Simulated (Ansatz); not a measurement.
Crystal: VO2.

```
V O
1.0
     4.50720    0.00000    0.00000
     0.00000    4.50720    0.00000
     0.00000    0.00000    3.04445
V O
2 4
Direct
  0.50000 0.50000 0.50000
  0.00000 0.00000 0.00000
  0.20036 0.79964 0.50000
  0.79964 0.20036 0.50000
  0.70036 0.70036 0.00000
  0.29964 0.29964 0.00000
```

The cell is a database's computed one.

Program: Ansatz 0.2.0. Alike in all runs: task band structure; potentials or basis Ansatz PAW; spin collinear, ferromagnetic start; cell as given; k mesh 6 × 6 × 9; cutoff (eV) 420; smearing fermi-dirac 0.05 eV.

**Question.** Order these runs on this cell by their pressure, lowest first.
A. level revPBE
B. level BLYP
C. level PBEsol

**Answer.** C (-16.4 GPa), A (-5.0 GPa), B (-2.7 GPa).

Caveats: the PAW data sets come from PBE, with cores solved anew for the run's functional, which leaves a small shift of forces and pressure; so large a pressure means that the cell lies far from this level's equilibrium, or that cutoff or potentials fall short (some runs).

Runs at the PBE level aren't shown here.
